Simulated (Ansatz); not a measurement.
Crystal: CdO (Monteponite).

```xyz
2
Lattice="0.0000 2.3495 2.3495 2.3495 0.0000 2.3495 2.3495 2.3495 0.0000" Properties=species:S:1:pos:R:3 pbc="T T T"
Cd    0.0000    0.0000    0.0000
O     2.3495    2.3495    2.3495
```

| Item | Value |
| --- | --- |
| Program | Ansatz 0.2.0 |
| Task | relaxation of cell and atoms |
| Functional | RPBE |
| Dispersion | D3(BJ) |
| Potentials or basis | all-electron LAPW, scalar-relativistic |
| Basis error allowed | 0.001 eV/atom |
| k mesh | 10 × 10 × 10 |
| Occupations | fermi-dirac, width 0.05 eV |
| Spin | no spin polarisation |

At the start: volume 12.97 Å³/atom.

Task: How do energy, volume and symmetry change on relaxing?

Result: Over 5 steps the energy falls by 33.2 meV/atom and the volume is 12.05 Å³/atom (-7.1 %); space group Fm-3m (No. 225, to 0.05 Å).

The path:
```tsv
step	energy change (eV)	largest force (eV/Å)	volume (Å³)
1	0.0000	0.0000	25.94
2	-0.0625	0.0000	23.69
3	-0.0664	0.0000	24.16
4	-0.0665	0.0000	24.10
5	-0.0665	0.0000	24.10
```

Final structure:
```
CELL_PARAMETERS angstrom
0.00000 2.29267 2.29267
2.29267 0.00000 2.29267
2.29267 2.29267 0.00000
ATOMIC_POSITIONS crystal
Cd 0.00000 0.00000 0.00000
O 0.50000 0.50000 0.50000
```
